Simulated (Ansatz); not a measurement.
Input and command of a plane-wave DFT calculation in Ansatz:

```yaml
crystal:
  lattice:
    - [-5.4423087469, -5.4423087469, 5.4423087469]
    - [5.4423087469, 5.4423087469, 5.4423087469]
    - [-5.4423087469, 5.4423087469, -5.4423087469]
  atoms:
    - { symbol: Zn, position: [0.219589604, 0.469589604, 0.219589604], spin: 0.25 }
    - { symbol: Zn, position: [0.5015005483, 0.4978261782, 0.0] }
    - { symbol: Zn, position: [0.2478261782, 0.7515005483, 0.0] }
    - { symbol: Zn, position: [0.7521738218, 0.50367437, 0.7521738218] }
    - { symbol: Zn, position: [0.4984994517, 0.7484994517, 0.74632563] }
    - { symbol: Zn, position: [0.25367437, 0.0021738218, 0.7521738218] }
    - { symbol: Zn, position: [0.0, 0.4978261782, 0.5015005483] }
    - { symbol: Zn, position: [0.74632563, 0.7484994517, 0.4984994517] }
    - { symbol: Zn, position: [0.4984994517, -0.00367437, 0.4984994517] }
    - { symbol: Zn, position: [0.2478261782, 0.25, 0.5015005483] }
    - { symbol: Zn, position: [0.0, 0.7515005483, 0.2478261782] }
    - { symbol: Zn, position: [0.7521738218, 0.0021738218, 0.25367437] }
    - { symbol: Zn, position: [0.5015005483, 0.25, 0.2478261782] }
    - { symbol: Zn, position: [0.0, 0.030410396, 0.0], spin: 0.25 }
    - { symbol: Zn, position: [0.780410396, 0.25, 0.0], spin: 0.25 }
    - { symbol: Zn, position: [0.0, 0.25, 0.780410396], spin: 0.25 }
    - { symbol: S, position: [0.2455082411, 0.25, 0.7536504052] }
    - { symbol: S, position: [0.0, 0.4955082411, 0.7536504052] }
    - { symbol: S, position: [0.5, 0.25, 0.5] }
    - { symbol: S, position: [0.2463495948, 0.4963495948, 0.4918578359] }
    - { symbol: S, position: [0.0, 0.75, 0.5] }
    - { symbol: S, position: [0.7536504052, 0.25, 0.2455082411] }
    - { symbol: S, position: [0.4918578359, 0.4963495948, 0.2463495948] }
    - { symbol: S, position: [0.2463495948, 0.7418578359, 0.2463495948] }
    - { symbol: S, position: [0.0, 0.0036504052, 0.2455082411] }
    - { symbol: S, position: [0.7536504052, 0.4955082411, 0.0] }
    - { symbol: S, position: [0.5, 0.75, 0.0] }
    - { symbol: S, position: [0.2455082411, 0.0036504052, 0.0] }
    - { symbol: S, position: [0.7544917589, 0.7581421641, 0.7544917589] }
    - { symbol: S, position: [0.5081421641, 0.0044917589, 0.7544917589] }
    - { symbol: S, position: [0.7544917589, 0.0044917589, 0.5081421641] }
  host:
    lattice:
      - [0.0, 2.7211543734, 2.7211543734]
      - [2.7211543734, 0.0, 2.7211543734]
      - [2.7211543734, 2.7211543734, 0.0]
    atoms:
      - { symbol: Zn, position: [0.0, 0.0, 0.0] }
      - { symbol: S, position: [0.25, 0.25, 0.25] }
total_charge: 1
basis:
  ecutwfc: 420
  xc_grid: 2
kpoints:
  mp_grid: { grid: [2, 2, 2], shift: [0.5, 0.5, 0.5] }
hamiltonian:
  xc: pbe
scf:
  occupations: { method: gaussian, width: 0.01 }
output:
  forces: true
  stress: false
  eigenvalues: true
  populations: true
  charged_corrections:
    defect_position: [0.0, 0.25, 0.0]
    epsilon: [[9.3732, 0.0, 0.0], [0.0, 9.3732, 0.0], [0.0, 0.0, 9.3732]]
  write_density: true
  write_potential: true
  elf: true
  volumetric_format: npy
magnetization:
  spin_polarized: true
relax:
  adjacent_minimum: "off"
  f_tol: 0.025
  max_steps: 45
```

```bash
ansatz run input.yaml --threads 4 --pin off --max-ram 6144MiB --backend cpu --events-out ev --progress --plain --runs-dir out
```

Processor: Arm Neoverse V2, 4 threads, on a host shared with other jobs.

Task: Estimate time, memory and problem size.

Result: About 2.3 min on 4 threads of Arm Neoverse V2 (shared host), peak memory 2.3 GiB. It solves 172 bands at 2 k points (the mesh reduced by the symmetry that the task leaves, which can be less than the crystal's) with about 12623 plane waves, in 44 SCF iterations over 5 ionic steps.
